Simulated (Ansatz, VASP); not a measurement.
## Hg: VASP beside Ansatz

INCAR

```
ALGO = Fast
EDIFF = 1E-6
ENCUT = 520
GGA = PE
ISIF = 2
ISMEAR = 0
IVDW = 12
LASPH = True
LCHARG = True
LELF = True
LREAL = False
LVHAR = True
LWAVE = False
NBANDS = 12
NELM = 80
PREC = Accurate
SIGMA = 0.15
```

File KPOINTS:

```
k-points
0
Gamma
  18 18 18
```

File POSCAR:

```
Hg
1.0
   -1.9662102500      1.9662102500      1.8473144500
    1.9662102500     -1.9662102500      1.8473144500
    1.9662102500      1.9662102500     -1.8473144500
Hg
1
Direct
    0.0000000000      0.0000000000      0.0000000000
```

Input for Ansatz:

```yaml
crystal:
  lattice:
    - [-1.96621025, 1.96621025, 1.84731445]
    - [1.96621025, -1.96621025, 1.84731445]
    - [1.96621025, 1.96621025, -1.84731445]
  atoms:
    - { symbol: Hg, position: [0.0, 0.0, 0.0] }
basis:
  ecutwfc: 420
kpoints:
  mp_grid: { grid: [18, 18, 18] }
hamiltonian:
  xc: pbe
  dispersion: d3bj
scf:
  occupations: { method: gaussian, width: 0.15 }
output:
  forces: true
  stress: true
  eigenvalues: true
```

Change from the starting cell: strain -0.050 along x and y, +0.025 along z, atoms carried along.

Alike in both runs: task single point; functional PBE; dispersion D3(BJ); k mesh 18 × 18 × 18; occupations gaussian, width 0.15 eV; no spin polarisation.

```csv
,VASP,Ansatz
version,VASP 6.6.1,Ansatz 0.2.0
potentials or method,"VASP PAW PBE potentials, release 64 (Hg)","scalar-relativistic, plane waves, PAW"
plane-wave cutoff (eV),520,420
valence electrons in the cell,12,20
```

|  | VASP | Ansatz | Ansatz less VASP |
| --- | --- | --- | --- |
| gap on the k mesh at the Fermi level (eV) | none | none | - |
| pressure (GPa) | -1.6 | -1.7 | -0.13 |
| largest component of the traceless stress (GPa) | 0.19 | 0.19 | +0.004 |

A gap of «none» marks a metal or a gap that the smearing closes. The two sets of potentials don't hold the same shells in valence.

Caveats: pairwise dispersion overbinds metals, which lowers pressure and volume. The runs have no spin-orbit coupling, so splittings on Hg are missing.
